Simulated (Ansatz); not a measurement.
**Li: changing the strain (εzz = s)**

```
CELL_PARAMETERS angstrom
-1.75465 1.75465 1.75465
1.75465 -1.75465 1.75465
1.75465 1.75465 -1.75465
ATOMIC_POSITIONS crystal
Li 0.00000 0.00000 0.00000
```

Kept alike: task single point; functional PBEsol; k mesh 9 × 9 × 9; occupations fermi-dirac, width 0.05 eV; no spin polarisation. Program: Ansatz, Ansatz PAW, cutoff 420 eV. The mesh is that of the run's cell of 1 atom. No spin-orbit coupling.

| s | free energy over the lowest row (meV/atom) |
| --- | --- |
| -0.04 | 0.00 |
| -0.02 | 1.93 |
| -0.01 | ? |
| 0 | 4.07 |
| 0.01 | 5.16 |
| 0.02 | 6.32 |
| 0.04 | 9.07 |

The cell shown is the unstrained one; x, y and z are its Cartesian axes; atoms keep their fractions. For a metal such a mesh leaves the last digits unconverged. All rows use potentials made for PBE.

Question: Fit the rows shown and predict the run at -0.01.

Answer: A least-squares parabola through the rows shown is free energy = 318.1 s² + 112.61 s + 4.02 (largest miss 0.079); at s = -0.01 it gives 2.93 meV/atom. The run gave: free energy over the lowest row 2.99 meV/atom.
